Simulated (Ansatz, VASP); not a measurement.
**NaH: VASP beside Ansatz**

```
CELL_PARAMETERS angstrom
2.95512 0.00000 0.00000
0.00000 2.95512 0.00000
0.00000 0.00000 2.95512
ATOMIC_POSITIONS crystal
Na 0.00000 0.01269 0.00000
H 0.50000 0.50000 0.50000
```

Change from the starting cell: all Na atoms moved +0.037 Å, as atom 1 along Cartesian [0 1 0].

Alike in both runs: task single point; functional r2SCAN; k mesh 10 × 10 × 10; occupations gaussian, width 0.05 eV; no spin polarisation.

```csv
,VASP,Ansatz
version,VASP 6.6.1,Ansatz 0.2.0
potentials or method,"VASP PAW PBE potentials, release 64 (Na_pv, H)","scalar-relativistic, plane waves, PAW"
plane-wave cutoff (eV),520,500
valence electrons in the cell,8,10
```

VASP gave:

```
gap on the k mesh at the Fermi level (eV)       : 1.60
least direct gap on the mesh (eV)               : 5.10
pressure (GPa)                                  : -0.8
largest component of the traceless stress (GPa) : 0.07
rms of the force components (eV/Å)              : 0.004
```

Question: Estimate Ansatz's values.

Answer: gap on the k mesh at the Fermi level (eV): 1.59; least direct gap on the mesh (eV): 5.09; pressure (GPa): -0.5; largest component of the traceless stress (GPa): 0.00; rms of the force components (eV/Å): 0.010.

Atom by atom the forces differ by 0.006 eV/Å (rms over components). The two sets of potentials don't hold the same shells in valence.

Caveats: the PAW data sets were made with another functional, which shifts forces and pressure a little (VASP). A k mesh can miss the band edges.
